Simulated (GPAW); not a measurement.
Input of a GPAW 26.7.0 run:

File run.py:

```python
import numpy as np
from ase import Atoms
from ase.dft.bandgap import bandgap
from ase.io import write
from ase.units import GPa
from gpaw import GPAW, PW, setup_paths
from gpaw.spinorbit import soc_eigenstates

setup_paths.insert(0, '.')

atoms = Atoms(['Ta', 'S', 'S'],
              cell=[[3.35, 0.0, 0.0],
                    [-1.675, 2.9011851027, 0.0],
                    [0.0, 0.0, 5.86]],
              scaled_positions=[[0.0, 0.0, 0.0],
                                [0.6666666667, 0.3333333333, 0.75],
                                [0.3333333333, 0.6666666667, 0.25]],
              pbc=True)

calc = GPAW(mode=PW(600),
            xc='AM05',
            kpts={'size': (7, 7, 4), 'gamma': True},
            occupations={'name': 'fermi-dirac', 'width': 0.05},
            nbands=25,
            convergence={'density': 1e-05, 'energy': 1e-05},
            maxiter=150,
            txt='gpaw.txt')
atoms.calc = calc
energy = atoms.get_potential_energy()
forces = atoms.get_forces()
stress = atoms.get_stress()
calc.write('gs.gpw')
write('result.traj', atoms)
print(f'Energy: {energy:.6f} eV')
print('Forces (eV/A):')
print(forces.round(4))
print('Stress (GPa):', (stress / GPa).round(3))
print('Fermi level:', round(calc.get_fermi_level(), 4), 'eV')
print(f'Gap: {bandgap(calc)[0]:.4f} eV, direct: {bandgap(calc, direct=True)[0]:.4f} eV')

path = atoms.cell.bandpath('GMKGALHA,LM,KH', npoints=60, eps=1e-4)
bs_calc = calc.fixed_density(kpts=path, symmetry='off', nbands=39,
                             convergence={'bands': 'CBM+6.0', 'eigenstates': 1e-6}, txt='bands.txt')
bs = bs_calc.band_structure()
bs.write('bs.json')
print(f'Gap on the path: {bandgap(bs_calc)[0]:.4f} eV')

soc = soc_eigenstates(bs_calc, theta=54.7, phi=45)
np.savetxt('soc_bands.dat', soc.eigenvalues(), fmt='%.4f')
mesh = soc_eigenstates('gs.gpw', theta=54.7, phi=45)
np.savetxt('soc_mesh.dat', mesh.eigenvalues(), fmt='%.4f')
print('Fermi level with spin-orbit coupling:', round(mesh.fermi_level, 4), 'eV')
```

Potentials or basis: PAW data sets generated in the run's folder for this functional, pw.

Command:

```bash
$ gpaw-setup -f AM05 S Ta
$ OMP_NUM_THREADS=1 python run.py
```

**Question.** What does it give for the largest force?

**Answer.** 0.908 eV/Å.

**Question.** Estimate the band gap along the path.

**Answer.** None (metal or under the smearing width).

**Question.** Estimate the pressure.

**Answer.** 4.6 GPa.

Levels at the corners of the path, in eV from the Fermi level:
```csv
point,band 20,band 21,band 22,band 23,band 24,band 25,band 26,band 27,band 28,band 29
Γ,-1.33,-0.82,-0.82,-0.67,-0.67,-0.12,-0.12,0.01,0.01,0.38
M,-4.07,-3.42,-3.42,-2.19,-2.19,-0.82,-0.82,2.35,2.35,3.02
K,-3.86,-3.73,-3.73,-3.09,-3.09,1.10,1.10,1.97,1.97,2.27
Γ,-1.33,-0.82,-0.82,-0.67,-0.67,-0.12,-0.12,0.01,0.01,0.38
A,-3.55,-0.97,-0.97,-0.81,-0.81,-0.06,-0.06,-0.02,-0.02,1.26
L,-4.20,-2.28,-2.28,-1.85,-1.85,-1.27,-1.27,2.35,2.35,3.01
H,-3.73,-3.52,-3.52,-3.51,-3.51,1.16,1.16,1.31,1.31,1.61
A,-3.55,-0.97,-0.97,-0.81,-0.81,-0.06,-0.06,-0.02,-0.02,1.26
L,-4.20,-2.28,-2.28,-1.85,-1.85,-1.27,-1.27,2.35,2.35,3.01
M,-4.07,-3.42,-3.42,-2.19,-2.19,-0.82,-0.82,2.35,2.35,3.02
K,-3.86,-3.73,-3.73,-3.09,-3.09,1.10,1.10,1.97,1.97,2.27
H,-3.73,-3.52,-3.52,-3.51,-3.51,1.16,1.16,1.31,1.31,1.61
```

Caveat: spin-orbit coupling was added after a scalar SCF, so levels and gaps hold it while energy, forces, pressure and moments don't; this program's spin-orbit splittings come out too wide for heavy elements; this functional lacks dispersion, which binds the layers, so the pressure and a relaxed spacing across them are unreliable.
